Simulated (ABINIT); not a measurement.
The system is Ag.

```xyz
1
Lattice="0.0000 2.0427 2.0427 2.0427 0.0000 2.0427 2.0427 2.0427 0.0000" Properties=species:S:1:pos:R:3 pbc="T T T"
Ag    0.0000    0.0000    0.0000
```

Base run:

```yaml
Program: ABINIT 10.8.3 (patched build)
Functional: HLE16
Potentials_or_basis: JTH PAW PBE v2.0
Cutoff: 463 eV
k_mesh: 11 × 11 × 11
Occupations: fermi-dirac, width 0.05 eV
Spin: no spin polarisation
```

Its results: band gap on the k mesh none (metal or under the smearing width); pressure -4.7 GPa.

Task: The run is repeated on the same cell with these changes: functional from HLE16 to HCTH407. What comes out?

Result: Band gap on the k mesh none (metal or under the smearing width); pressure 7.2 GPa.

Caveats: the potentials were made for a functional far from this one (some runs); the potentials were made for another functional, which shifts forces and pressure (some runs); the PAW data sets were made with another functional, which shifts forces and pressure a little (some runs).
